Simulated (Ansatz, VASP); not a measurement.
**BaS in VASP and in Ansatz**

Contents of POSCAR:

```
BaS
1.0
    3.8024492395     -0.0313090258     -0.0313090258
   -0.0313090258      3.8024492395     -0.0313090258
   -0.0313090258     -0.0313090258      3.8024492395
Ba S
1 1
Direct
    0.0000000000      0.0000000000      0.0000000000
    0.5000000000      0.5000000000      0.5000000000
```

File INCAR.step1:

```
PREC = Accurate
ENCUT = 520
ISMEAR = 0
SIGMA = 0.01
LREAL = False
LASPH = True
NELM = 100
NBANDS = 15
GGA = PE
ALGO = Normal
EDIFF = 1E-4
LWAVE = True
LCHARG = False
```

The input INCAR.step2:

```
PREC = Accurate
ENCUT = 520
EDIFF = 1E-6
ISMEAR = 0
SIGMA = 0.01
LREAL = False
LASPH = True
NELM = 100
ALGO = Normal
ISIF = 2
LWAVE = False
LCHARG = True
METAGGA = R2SCAN
LMIXTAU = True
LELF = True
LVHAR = True
NBANDS = 15
ISTART = 1
```

File KPOINTS:

```
regular mesh
0
Gamma
  6 6 6
```

Input for Ansatz:

```yaml
crystal:
  lattice:
    - [3.8024492395, -0.0313090258, -0.0313090258]
    - [-0.0313090258, 3.8024492395, -0.0313090258]
    - [-0.0313090258, -0.0313090258, 3.8024492395]
  atoms:
    - { symbol: Ba, position: [0.0, 0.0, 0.0] }
    - { symbol: S, position: [0.5, 0.5, 0.5] }
kpoints:
  mp_grid: { grid: [6, 6, 6] }
  band_path:
    path: [[0.0, 0.0, 0.0], [0.0, 0.5, 0.0], [0.5, 0.5, 0.0], [0.5, 0.5, 0.5]]
    npoints: 1
hamiltonian:
  xc: r2scan
scf:
  occupations: { method: fixed }
  n_extra_bands: 4
output:
  forces: true
  stress: true
  eigenvalues: true
```

Change from the starting cell: shear_111 strain -2.5%.

Alike in both runs: task single point; functional r2SCAN; k mesh 6 × 6 × 6; no spin polarisation.

|  | VASP | Ansatz |
| --- | --- | --- |
| version | VASP 6.6.1 | Ansatz 0.2.0 |
| potentials or method | VASP PAW PBE potentials, release 64 (Ba_sv, S) | plane waves, PAW |
| plane-wave cutoff (eV) | 520 | 500 |
| occupations | gaussian, width 0.01 eV | fixed |
| valence electrons in the cell | 16 | 16 |

|  | VASP | Ansatz | Ansatz less VASP |
| --- | --- | --- | --- |
| gap on the k mesh at the Fermi level (eV) | 1.77 | 1.90 | +0.126 |
| pressure (GPa) | 2.4 | 1.4 | -1.04 |
| largest component of the traceless stress (GPa) | 0.35 | 0.30 | -0.046 |

Caveats: the PAW data sets were made with another functional, which shifts forces and pressure a little (VASP); spin-orbit coupling is left out, which moves the levels of the heavy elements. A k mesh can miss the band edges.
